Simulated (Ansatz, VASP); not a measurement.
# One calculation of Pt, two programs

```
Pt
1.0
     2.83018    0.00000    0.00000
     1.41509    2.45101    0.00000
     0.00000    0.00000   28.86500
Pt
7
Direct
  0.00000 0.00000 0.26456
  0.33333 0.33333 0.34382
  0.66667 0.66667 0.42187
  0.00000 0.00000 0.50000
  0.33333 0.33333 0.57813
  0.66667 0.66667 0.65618
  0.00000 0.00000 0.73544
```

Alike in both runs: functional PBE; k mesh 16 × 16 × 1; occupations gaussian, width 0.1 eV; no spin polarisation.

Ansatz relaxed the structure, and its values are those at the end. VASP's run is a single point on that final structure, the one shown.

|  | VASP | Ansatz |
| --- | --- | --- |
| version | VASP 6.6.1 | Ansatz 0.2.0 |
| potentials or method | VASP PAW PBE potentials, release 64 (Pt) | scalar-relativistic, plane waves, PAW |
| plane-wave cutoff (eV) | 520 | 420 |
| valence electrons in the cell | 70 | 126 |

|  | VASP | Ansatz | Ansatz less VASP |
| --- | --- | --- | --- |
| gap on the k mesh at the Fermi level (eV) | none | none | - |
| rms of the force components (eV/Å) | 0.006 | 0.002 | -0.0043 |

A gap of «none» marks a metal or a gap that the smearing closes. The two sets of potentials don't hold the same shells in valence. Ansatz warned: «gradients_without_spin_orbit».

Spin-orbit coupling is left out, which matters for the levels of Pt.
